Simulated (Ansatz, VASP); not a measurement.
**One calculation of Ir, two programs**

The input INCAR:

```
SYSTEM = Ir
PREC = Accurate
ENCUT = 520
EDIFF = 1E-6
ISMEAR = -1
SIGMA = 0.05
LREAL = .FALSE.
LASPH = .TRUE.
NELM = 100
ALGO = Normal
ISIF = 2
LWAVE = .FALSE.
LCHARG = .FALSE.
GGA = PS
NBANDS = 10
```

The input KPOINTS:

```
Automatic mesh
0
G
  18 18 18
  0 0 0
```

POSCAR

```
Ir
1.0
    0.0000000000      1.9132795507      1.9132795507
    1.9132795507      0.0000000000      1.9132795507
    1.9132795507      1.9132795507      0.0000000000
Ir
1
Direct
    0.0000000000      0.0000000000      0.0000000000
```

Input for Ansatz:

```yaml
crystal:
  lattice:
    - [0.0, 1.9132795507, 1.9132795507]
    - [1.9132795507, 0.0, 1.9132795507]
    - [1.9132795507, 1.9132795507, 0.0]
  atoms:
    - { symbol: Ir, position: [0.0, 0.0, 0.0] }
kpoints:
  mp_grid: { grid: [18, 18, 18] }
  band_path:
    path:
      - [0.0, 0.0, 0.0]
      - [0.5, 0.0, 0.5]
      - [0.625, 0.25, 0.625]
      - [0.375, 0.375, 0.75]
      - [0.0, 0.0, 0.0]
      - [0.5, 0.5, 0.5]
      - [0.5, 0.25, 0.75]
      - [0.5, 0.0, 0.5]
    npoints: 5
scf:
  occupations: { method: fermi_dirac, width: 0.05 }
hamiltonian:
  xc: pbesol
  pseudopotentials: { kind: all_electron, lapw: { basis_error: 0.0005 } }
output:
  forces: true
  stress: true
  eigenvalues: true
```

Change from the starting cell: volume scaled by 0.99.

Alike in both runs: task single point; functional PBEsol; k mesh 18 × 18 × 18; occupations fermi-dirac, width 0.05 eV; no spin polarisation.

|  | VASP | Ansatz |
| --- | --- | --- |
| version | VASP 6.6.1 | Ansatz 0.2.0 |
| potentials or method | VASP PAW PBE potentials, release 64 (Ir) | all-electron LAPW, scalar-relativistic |
| plane-wave cutoff (eV) | 520 | see its input |

```csv
,VASP,Ansatz,Ansatz less VASP
pressure (GPa),2.2,1.1,-1.06
```

Ansatz ran all-electron here, so the differences hold the error of VASP's frozen core and of both bases.

Caveats: the PAW data sets were made with another functional, which shifts forces and pressure a little (VASP). Spin-orbit coupling is left out, which matters for the levels of Ir.
